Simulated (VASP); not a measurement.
# HfS2: relaxation of shape and atoms at fixed volume with PBEsol

HfS2:

```
Hf S
1.0
     3.63494    0.00000    0.00000
    -1.81747    3.14795    0.00000
     0.00000    0.00000    6.03017
Hf S
1 2
Direct
  0.00000 0.00000 0.00000
  0.66667 0.33333 0.75686
  0.33333 0.66667 0.24314
```

The cell is a database's computed one.

The cell isn't the ideal one: a relaxed cell with its volume scaled by 1.04.

- Program: VASP 6.6.1
- Task: relaxation of shape and atoms at fixed volume
- Functional: PBEsol
- Potentials or basis: VASP PAW PBE potentials, release 64 (Hf_pv, S)
- Cutoff: 600 eV
- k mesh: 9 × 9 × 5
- Occupations: gaussian, width 0.03 eV
- Spin: no spin polarisation
- Further INCAR settings: ALGO = Normal; EDIFF = 1e-07; IBRION = 2; EDIFFG = -0.01; NSW = 40; ISIF = 4

```json
{
 "Energy gained by relaxing": "9.2 meV/atom",
 "Ionic steps": "6",
 "Pressure after relaxing": "-0.5 GPa",
 "Largest force after relaxing": "0.010 eV/Å",
 "Band gap on the k mesh": "1.03 eV, indirect (least direct gap 1.92 eV)"
}
```

Forces on the atoms (eV/Å):
```
Hf   0.000  0.000  0.000
S    0.000  0.000  0.010
S    0.000  0.000 -0.010
```

The path:
| step | energy change (eV) | largest force (eV/Å) | pressure (GPa) |
| --- | --- | --- | --- |
| 1 | 0.0000 | 0.4689 | -3.68 |
| 2 | -0.0166 | 0.2244 | -2.41 |
| 3 | -0.0224 | 0.0212 | -1.12 |
| 4 | -0.0264 | 0.0058 | -0.77 |
| 5 | -0.0275 | 0.0107 | -0.45 |
| 6 | -0.0275 | 0.0100 | -0.47 |

Final structure:
```xyz
3
Lattice="3.5970 0.0000 0.0000 -1.7985 3.1151 0.0000 0.0000 0.0000 6.1580" Properties=species:S:1:pos:R:3 pbc="T T T"
Hf    0.0000    0.0000    0.0000
S     1.7985    1.0384    4.7131
S     0.0000    2.0767    1.4449
```

Levels at points of the mesh, in eV from the valence-band top:
| k point | band 7 | band 8 | band 9 | band 10 | band 11 | band 12 | band 13 | band 14 | band 15 |
| --- | --- | --- | --- | --- | --- | --- | --- | --- | --- |
| (0.00, 0.00, 0.00) | -2.73 | -2.73 | -0.21 | 0.00 | 0.00 | 1.98 | 1.98 | 2.54 | 5.41 |

It took 100 s on 1 thread of Intel(R) Xeon(R) 6975P-C (Granite Rapids) (shared host), peak memory 0.24 GiB.

Caveat: the PAW data sets were made with another functional, which shifts forces and pressure a little; spin-orbit coupling is left out, which moves the levels of the heavy elements; an odd mesh through Γ misses points on the zone boundary, where band edges often lie; this functional lacks dispersion, which binds the layers, so the pressure and a relaxed spacing across them are unreliable.
